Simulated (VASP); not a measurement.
Here is a VASP 6.6.1 calculation.

INCAR

```
SYSTEM = C
PREC = Accurate ; ENCUT = 520
EDIFF = 1E-6 ; ISMEAR = 0
SIGMA = 0.1 ; LREAL = .FALSE.
LASPH = .TRUE. ; NELM = 100
ALGO = Normal ; ISIF = 2
LWAVE = .FALSE. ; LCHARG = .FALSE.
GGA = PE ; NBANDS = 8
```

File KPOINTS:

```
regular mesh
0
G
  8 8 8
  0 0 0
```

Contents of POSCAR:

```
C
1.0
   -1.4422620478      1.4422620478      1.4422620478
    1.4422620478     -1.4422620478      1.4422620478
    1.4422620478      1.4422620478     -1.4422620478
C
1
Direct
    0.0000000000      0.0000000000      0.0000000000
```

Potentials or basis: VASP PAW PBE potentials, release 64 (C).

The run is started by

```console
$ cat potpaw_PBE.64/C/POTCAR > POTCAR
$ mpirun -np 1 vasp_std > vasp.out
```

**Question.** What does it give for the pressure?

**Answer.** -30.1 GPa.

**Question.** Predict the band gap on the k mesh.

**Answer.** None (metal or under the smearing width).

Caveat: the k mesh is coarse (spacing up to 0.39 Å⁻¹), so the values aren't converged; a pressure of tens of GPa on the cell as given is suspect, and the run, the potentials or the cell itself is likely at fault.
